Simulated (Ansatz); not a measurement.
## TaN: tetragonal deformation path

Theory: Ansatz 0.2.0, DFT PBE, scalar-relativistic, plane waves, PAW. Settings: plane waves to 420 eV, k-mesh 20×20×20 (Γ-centred), Gaussian smearing 0.15 eV. Spin–orbit coupling is left out, which can shift energies with elements as heavy as these. No spin polarisation. Energies are free energies at this smearing, counted from the undisturbed cell; pressure is positive in compression.

The undisturbed cell (as given, not relaxed at this level; it stands at 14.5 GPa; this rock-salt form isn't the usual structure):

```yaml
crystal:
  lattice:
    - [0.00000, 2.17900, 2.17900]
    - [2.17900, 0.00000, 2.17900]
    - [2.17900, 2.17900, 0.00000]
  atoms:
    - { symbol: Ta, position: [0.50000, 0.50000, 0.50000] }
    - { symbol: N, position: [0.00000, 0.00000, 0.00000] }
```

At fixed volume and fractional coordinates, lengths along (0.000, 0.000, 1.000) are scaled against those across it; ρ is that ratio over its starting value. The cell is metallic on the mesh throughout. At 15 GPa the given cell is far from its own equilibrium, so these figures belong to a strongly strained crystal.

| ρ | ΔE (meV/atom) | pressure (GPa) |
| --- | --- | --- |
| 0.650 | ? | ? |
| 0.707 | 2489.6 | 138.0 |
| 0.780 | 1135.2 | 77.6 |
| 0.850 | ? | ? |
| 0.920 | 113.7 | 21.2 |
| 0.960 | 26.5 | 16.1 |
| 1.000 | 0.0 | 14.5 |
| 1.050 | 32.9 | 16.7 |
| 1.100 | 108.1 | 22.6 |
| 1.200 | ? | ? |
| 1.300 | 627.5 | 65.1 |
| 1.414 | ? | ? |
| 1.500 | 1480.8 | 124.7 |

Give the withheld values.

ΔE (meV/atom) at ρ = 0.650: 4199.3; pressure (GPa) at ρ = 0.650: 187.1; ΔE (meV/atom) at ρ = 0.850: 449.5; pressure (GPa) at ρ = 0.850: 40.9; ΔE (meV/atom) at ρ = 1.200: 328.2; pressure (GPa) at ρ = 1.200: 41.1; ΔE (meV/atom) at ρ = 1.414: 1069.0; pressure (GPa) at ρ = 1.414: 97.5.